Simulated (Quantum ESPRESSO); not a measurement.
A run of Quantum ESPRESSO 7.5 is set up as follows.

pw.in

```
&CONTROL
  calculation = 'scf'
  prefix = 'pwscf'
  outdir = './tmp'
  pseudo_dir = './pseudo'
  tprnfor = .true.
  tstress = .true.
  disk_io = 'low'
/
&SYSTEM
  ibrav = 0
  nat = 2
  ntyp = 2
  ecutwfc = 84
  nbnd = 15
  occupations = 'smearing'
  smearing = 'fd'
  degauss = 0.00367493
/
&ELECTRONS
  conv_thr = 4d-10
  electron_maxstep = 120
  mixing_beta = 0.5
/
ATOMIC_SPECIES
As    74.9216 As.upf
B     10.8100 B.upf
CELL_PARAMETERS angstrom
   0.0000000000    2.3885000000    2.3885000000
   2.3885000000    0.0000000000    2.3885000000
   2.3885000000    2.3885000000    0.0000000000
ATOMIC_POSITIONS crystal
As     0.7500000000    0.7500000000    0.7500000000
B      0.0000000000    0.0000000000    0.0000000000
K_POINTS automatic
8 8 8 0 0 0
```

The input nscf.in:

```
&CONTROL
  calculation = 'nscf'
  prefix = 'pwscf'
  outdir = './tmp'
  pseudo_dir = './pseudo'
  disk_io = 'low'
/
&SYSTEM
  ibrav = 0
  nat = 2
  ntyp = 2
  ecutwfc = 84
  nbnd = 21
  occupations = 'smearing'
  smearing = 'fd'
  degauss = 0.00367493
  nosym = .true.
  noinv = .true.
/
&ELECTRONS
  conv_thr = 1d-09
  electron_maxstep = 120
  mixing_beta = 0.5
  diago_full_acc = .true.
/
ATOMIC_SPECIES
As    74.9216 As.upf
B     10.8100 B.upf
CELL_PARAMETERS angstrom
   0.0000000000    2.3885000000    2.3885000000
   2.3885000000    0.0000000000    2.3885000000
   2.3885000000    2.3885000000    0.0000000000
ATOMIC_POSITIONS crystal
As     0.7500000000    0.7500000000    0.7500000000
B      0.0000000000    0.0000000000    0.0000000000
K_POINTS crystal
216
  0.00000000   0.00000000   0.00000000 4.62962963e-03
  0.00000000   0.00000000   0.16666667 4.62962963e-03
  0.00000000   0.00000000   0.33333333 4.62962963e-03
  0.00000000   0.00000000   0.50000000 4.62962963e-03
  0.00000000   0.00000000   0.66666667 4.62962963e-03
  0.00000000   0.00000000   0.83333333 4.62962963e-03
[... 208 lines left out ...]
  0.83333333   0.83333333   0.66666667 4.62962963e-03
  0.83333333   0.83333333   0.83333333 4.62962963e-03
```

Contents of pw2wan.in:

```
&INPUTPP
  prefix = 'pwscf'
  outdir = './tmp'
  seedname = 'w'
  write_mmn = .true.
  write_amn = .true.
  scdm_proj = .true.
  scdm_entanglement = 'erfc'
  scdm_mu = 15.55
  scdm_sigma = 3
/
```

Contents of bands.in:

```
&CONTROL
  calculation = 'bands'
  prefix = 'pwscf'
  outdir = './tmp'
  pseudo_dir = './pseudo'
  disk_io = 'low'
/
&SYSTEM
  ibrav = 0
  nat = 2
  ntyp = 2
  ecutwfc = 84
  nbnd = 21
  occupations = 'smearing'
  smearing = 'fd'
  degauss = 0.00367493
/
&ELECTRONS
  conv_thr = 1d-08
  electron_maxstep = 120
  mixing_beta = 0.5
  diago_full_acc = .true.
/
ATOMIC_SPECIES
As    74.9216 As.upf
B     10.8100 B.upf
CELL_PARAMETERS angstrom
   0.0000000000    2.3885000000    2.3885000000
   2.3885000000    0.0000000000    2.3885000000
   2.3885000000    2.3885000000    0.0000000000
ATOMIC_POSITIONS crystal
As     0.7500000000    0.7500000000    0.7500000000
B      0.0000000000    0.0000000000    0.0000000000
K_POINTS crystal
77
  0.00000000   0.00000000   0.00000000 1
  0.04166700   0.00000000   0.04166700 1
  0.08333300   0.00000000   0.08333300 1
  0.12500000   0.00000000   0.12500000 1
  0.16666700   0.00000000   0.16666700 1
  0.20833300   0.00000000   0.20833300 1
  0.25000000   0.00000000   0.25000000 1
  0.29166700   0.00000000   0.29166700 1
  0.33333300   0.00000000   0.33333300 1
  0.37500000   0.00000000   0.37500000 1
  0.41666700   0.00000000   0.41666700 1
  0.45833300   0.00000000   0.45833300 1
  0.50000000   0.00000000   0.50000000 1
  0.50000000   0.04166700   0.54166700 1
  0.50000000   0.08333300   0.58333300 1
  0.50000000   0.12500000   0.62500000 1
  0.50000000   0.16666700   0.66666700 1
  0.50000000   0.20833300   0.70833300 1
  0.50000000   0.25000000   0.75000000 1
  0.46875000   0.28125000   0.75000000 1
  0.43750000   0.31250000   0.75000000 1
  0.40625000   0.34375000   0.75000000 1
  0.37500000   0.37500000   0.75000000 1
  0.34615400   0.34615400   0.69230800 1
  0.31730800   0.31730800   0.63461500 1
  0.28846200   0.28846200   0.57692300 1
  0.25961500   0.25961500   0.51923100 1
  0.23076900   0.23076900   0.46153800 1
  0.20192300   0.20192300   0.40384600 1
  0.17307700   0.17307700   0.34615400 1
  0.14423100   0.14423100   0.28846200 1
  0.11538500   0.11538500   0.23076900 1
  0.08653800   0.08653800   0.17307700 1
  0.05769200   0.05769200   0.11538500 1
  0.02884600   0.02884600   0.05769200 1
  0.00000000   0.00000000   0.00000000 1
  0.05000000   0.05000000   0.05000000 1
  0.10000000   0.10000000   0.10000000 1
  0.15000000   0.15000000   0.15000000 1
  0.20000000   0.20000000   0.20000000 1
  0.25000000   0.25000000   0.25000000 1
  0.30000000   0.30000000   0.30000000 1
  0.35000000   0.35000000   0.35000000 1
  0.40000000   0.40000000   0.40000000 1
  0.45000000   0.45000000   0.45000000 1
  0.50000000   0.50000000   0.50000000 1
  0.51785700   0.46428600   0.51785700 1
  0.53571400   0.42857100   0.53571400 1
  0.55357100   0.39285700   0.55357100 1
  0.57142900   0.35714300   0.57142900 1
  0.58928600   0.32142900   0.58928600 1
  0.60714300   0.28571400   0.60714300 1
  0.62500000   0.25000000   0.62500000 1
  0.59375000   0.25000000   0.65625000 1
  0.56250000   0.25000000   0.68750000 1
  0.53125000   0.25000000   0.71875000 1
  0.50000000   0.25000000   0.75000000 1
  0.50000000   0.28125000   0.71875000 1
  0.50000000   0.31250000   0.68750000 1
  0.50000000   0.34375000   0.65625000 1
  0.50000000   0.37500000   0.62500000 1
  0.50000000   0.40625000   0.59375000 1
  0.50000000   0.43750000   0.56250000 1
  0.50000000   0.46875000   0.53125000 1
  0.50000000   0.50000000   0.50000000 1
  0.48214300   0.48214300   0.53571400 1
  0.46428600   0.46428600   0.57142900 1
  0.44642900   0.44642900   0.60714300 1
  0.42857100   0.42857100   0.64285700 1
  0.41071400   0.41071400   0.67857100 1
  0.39285700   0.39285700   0.71428600 1
  0.37500000   0.37500000   0.75000000 1
  0.62500000   0.25000000   0.62500000 1
  0.59375000   0.18750000   0.59375000 1
  0.56250000   0.12500000   0.56250000 1
  0.53125000   0.06250000   0.53125000 1
  0.50000000   0.00000000   0.50000000 1
```

Contents of w.win:

```
num_wann = 8
num_bands = 16
auto_projections = true
dis_num_iter = 0
num_iter = 400
conv_tol = 1.0d-9
conv_window = 4
num_print_cycles = 40
fermi_energy = 11.9473
bands_plot = true
write_hr = true
mp_grid = 6 6 6
exclude_bands = 1-5
begin unit_cell_cart
ang
  0.0000000000   2.3885000000   2.3885000000
  2.3885000000   0.0000000000   2.3885000000
  2.3885000000   2.3885000000   0.0000000000
end unit_cell_cart
begin atoms_frac
As   0.7500000000   0.7500000000   0.7500000000
B    0.0000000000   0.0000000000   0.0000000000
end atoms_frac
begin kpoint_path
G   0.0000000000   0.0000000000   0.0000000000  X   0.5000000000   0.0000000000   0.5000000000
X   0.5000000000   0.0000000000   0.5000000000  W   0.5000000000   0.2500000000   0.7500000000
W   0.5000000000   0.2500000000   0.7500000000  K   0.3750000000   0.3750000000   0.7500000000
K   0.3750000000   0.3750000000   0.7500000000  G   0.0000000000   0.0000000000   0.0000000000
G   0.0000000000   0.0000000000   0.0000000000  L   0.5000000000   0.5000000000   0.5000000000
L   0.5000000000   0.5000000000   0.5000000000  U   0.6250000000   0.2500000000   0.6250000000
U   0.6250000000   0.2500000000   0.6250000000  W   0.5000000000   0.2500000000   0.7500000000
W   0.5000000000   0.2500000000   0.7500000000  L   0.5000000000   0.5000000000   0.5000000000
L   0.5000000000   0.5000000000   0.5000000000  K   0.3750000000   0.3750000000   0.7500000000
U   0.6250000000   0.2500000000   0.6250000000  X   0.5000000000   0.0000000000   0.5000000000
end kpoint_path
bands_num_points = 12
begin kpoints
  0.00000000   0.00000000   0.00000000
  0.00000000   0.00000000   0.16666667
  0.00000000   0.00000000   0.33333333
  0.00000000   0.00000000   0.50000000
  0.00000000   0.00000000   0.66666667
  0.00000000   0.00000000   0.83333333
[... 208 lines left out ...]
  0.83333333   0.83333333   0.66666667
  0.83333333   0.83333333   0.83333333
end kpoints
```

Potentials or basis: PseudoDojo 0.4.1 SR PBE standard.

Launch:

```console
$ OMP_NUM_THREADS=1 pw.x -in pw.in > pw.out
$ OMP_NUM_THREADS=1 pw.x -in nscf.in > nscf.out
$ wannier90.x -pp w
$ OMP_NUM_THREADS=1 pw2wannier90.x -in pw2wan.in > pw2wan.out
$ wannier90.x w
$ OMP_NUM_THREADS=1 pw.x -in bands.in > bands.out
```

Estimate the total Wannier spread.

15.18 Å² over 8 functions.

Predict the RMS miss of the Wannier bands.

0.043 eV.

What does it give for the band gap on the k mesh?

1.21 eV, indirect (least direct gap 3.29 eV).

Estimate the band gap along the path.

1.20 eV, indirect (least direct gap 3.29 eV).

Estimate the pressure.

2.7 GPa.

Wannier functions:
| function | nearest atom | distance (Å) | spread (Å²) | on-site energy from the reference level (eV) |
| --- | --- | --- | --- | --- |
| 1 | 2 B | 0.61 | 1.78 | -0.78 |
| 2 | 2 B | 0.60 | 1.78 | -0.77 |
| 3 | 2 B | 0.61 | 1.78 | -0.78 |
| 4 | 2 B | 0.60 | 1.78 | -0.78 |
| 5 | 1 As | 0.74 | 2.01 | -1.14 |
| 6 | 1 As | 0.74 | 2.01 | -1.14 |
| 7 | 1 As | 0.74 | 2.01 | -1.14 |
| 8 | 1 As | 0.74 | 2.01 | -1.14 |

A hybrid or GW would open this gap; PBE tends to underestimate it.
